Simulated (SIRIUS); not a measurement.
Here is a SIRIUS 7.10.0 calculation.

File sirius.json:

```json
{
  "control": {
    "processing_unit": "cpu",
    "verbosity": 2,
    "num_bands_to_print": 27,
    "print_forces": true,
    "print_stress": true
  },
  "parameters": {
    "electronic_structure_method": "pseudopotential",
    "xc_functionals": ["XC_GGA_X_PBE_SOL", "XC_GGA_C_PBE_SOL"],
    "gk_cutoff": 9.0,
    "pw_cutoff": 18.0,
    "ngridk": [10, 10, 10],
    "shiftk": [0, 0, 0],
    "smearing": "fermi_dirac",
    "smearing_width": 0.0018374661,
    "num_bands": 27,
    "num_mag_dims": 0,
    "num_dft_iter": 100,
    "energy_tol": 1e-08,
    "density_tol": 1e-06
  },
  "iterative_solver": {
    "type": "davidson",
    "min_tolerance": 1e-09,
    "tolerance_scale": [0.1, 0.25]
  },
  "mixer": {
    "type": "anderson",
    "beta": 0.7,
    "max_history": 8
  },
  "settings": {
    "tol_ne": 1e-10,
    "pseudo_grid_cutoff": 6.5
  },
  "unit_cell": {
    "lattice_vectors": [
      [-5.755355554339, 5.755355554339, 2.946857816003],
      [5.755355554339, -5.755355554339, 2.946857816003],
      [5.755355554339, 5.755355554339, -2.946857816003]
    ],
    "atom_coordinate_units": "lattice",
    "atom_types": ["Hg", "Te"],
    "atom_files": {
      "Hg": "Hg.json",
      "Te": "Te.json"
    },
    "atoms": {
      "Hg": [
        [0.75, 0.25, 0.5]
      ],
      "Te": [
        [0.0, 0.0, 0.0]
      ]
    }
  }
}
```

Potentials or basis: PseudoDojo 0.4.1 PBEsol standard (scalar relativistic).

Command:

```bash
$ upf_to_json Hg.upf
$ upf_to_json Te.upf
$ OMP_NUM_THREADS=1 sirius.scf --input=sirius.json --output=out.json --task=0
```

Task: Estimate the band gap on the k mesh.

Result: None (metal or under the smearing width).

Task: What does it give for the pressure?

Result: -3.3 GPa.

Stress tensor (GPa, compression positive):
```
-4.75  0.00  0.00
 0.00 -4.75  0.00
 0.00  0.00 -0.44
```

The run has no spin-orbit coupling, so splittings on Hg, Te are missing.
